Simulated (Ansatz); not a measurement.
The calculation used Ansatz 0.2.0, DFT PBE, scalar-relativistic, plane waves, PAW. Settings: cutoff 420 eV, Γ-centred meshes spaced at most about 0.3 Å⁻¹, and about 0.25 Å⁻¹ or finer for metals (2π included), Gaussian smearing. No spin polarisation in the final relaxations.

Temperature and zero-point effects are left out. All come from trial cells, and lower structures may exist.

**Question.** These unrelaxed guesses for As are each relaxed within their symmetry. Order them by the energy at which they end, lowest first.
A.

Space group Pmmn:1 (No. 59). a = 2.574 Å, b = 4.292 Å, c = 3.926 Å, α = 90.00°, β = 90.00°, γ = 90.00°
```tsv
atom	site	symmetry	x	y	z
As	2b	mm2	0.5000	0.0000	0.9679
```

B.

Space group Cmmm (No. 65). a = 4.790 Å, b = 5.184 Å, c = 3.792 Å, α = 90.00°, β = 90.00°, γ = 90.00°
| atom | site | symmetry | x | y | z |
| --- | --- | --- | --- | --- | --- |
| As | 4j | m2m | 0.5000 | 0.2419 | 0.5000 |

**Answer.** B (ends in Cmmm, 0 meV/atom), A (ends in P6/mmm, simple hexagonal type, 170 meV/atom).

Cells relaxed within their symmetry can be saddle points. The part of the Crystallography Open Database at hand lists As in space groups No. 64, 166; no cell shown has one of them. Some candidate types were left out of the draw beforehand, so a known form may be missing.
